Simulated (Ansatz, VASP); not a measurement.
# Two plane-wave programs on TaN

Contents of INCAR:

```
SYSTEM = TaN
PREC = Accurate
ENCUT = 900
EDIFF = 1E-6
ISMEAR = -1
SIGMA = 0.05
LREAL = .False.
LASPH = .True.
NELM = 100
ALGO = Normal
ISIF = 3
LWAVE = .False.
LCHARG = .False.
GGA = PE
IBRION = 2
NSW = 60
EDIFFG = -0.01
```

File KPOINTS:

```
regular mesh
0
Gamma
  10 10 9
  0 0 0
```

POSCAR

```
TaN
1.0
    2.9380011100      0.0000000000      0.0000000000
   -1.4690005500      2.5443836000      0.0000000000
    0.0000000000      0.0000000000      2.8830022100
Ta N
1 1
Direct
    0.3333333333      0.6666666667      0.5000000000
    0.0000000000      0.0000000000      0.0000000000
```

File input.yaml:

```yaml
crystal:
  lattice:
    - [2.93800111, 0.0, 0.0]
    - [-1.46900055, 2.5443836, 0.0]
    - [0.0, 0.0, 2.88300221]
  atoms:
    - { symbol: Ta, position: [0.3333333333, 0.6666666667, 0.5] }
    - { symbol: "N", position: [0.0, 0.0, 0.0] }
hamiltonian:
  xc: pbe
  pseudopotentials: { kind: paw }
kpoints:
  mp_grid: { grid: [10, 10, 9] }
scf:
  occupations: { method: fermi_dirac, width: 0.05 }
output:
  forces: true
  stress: true
  eigenvalues: true
relax:
  f_tol: 0.01
  max_steps: 40
  cell: { stress_tol: 0.05 }
```

Alike in both runs: task relaxation of cell and atoms; functional PBE; k mesh 10 × 10 × 9; occupations fermi-dirac, width 0.05 eV; no spin polarisation.

|  | VASP | Ansatz |
| --- | --- | --- |
| version | VASP 6.6.1 | Ansatz 0.2.0 |
| potentials or method | VASP PAW PBE potentials, release 64 (Ta_pv, N_s) | Ansatz PAW |
| plane-wave cutoff (eV) | 900 | 420 |
| valence electrons in the cell | 16 | 18 |

|  | VASP | Ansatz | Ansatz less VASP |
| --- | --- | --- | --- |
| gap on the k mesh at the Fermi level, each at its own relaxed structure (eV) | none | none | - |
| relaxed volume (Å³/atom) | 10.95 | 10.92 | -0.024 |
| relaxed cell length with the largest relative difference (Å) | 2.900 | 2.897 | -0.0028 |
| energy change over the relaxation (meV/atom) | -3 | -2 | +0.8 |

A gap of «none» marks a metal or a gap that the smearing closes. The two sets of potentials don't hold the same shells in valence.

Caveats: the plane-wave basis is chosen anew once the cell has moved, so the energies of steps on either side of that aren't comparable (Ansatz); the pressure holds a Pulay correction of +0.5 GPa for the finite cutoff (Ansatz). The runs have no spin-orbit coupling, so splittings on Ta are missing. PBE usually gives volumes a little too large and moduli too small. Zero-point motion and thermal expansion aren't in these numbers.
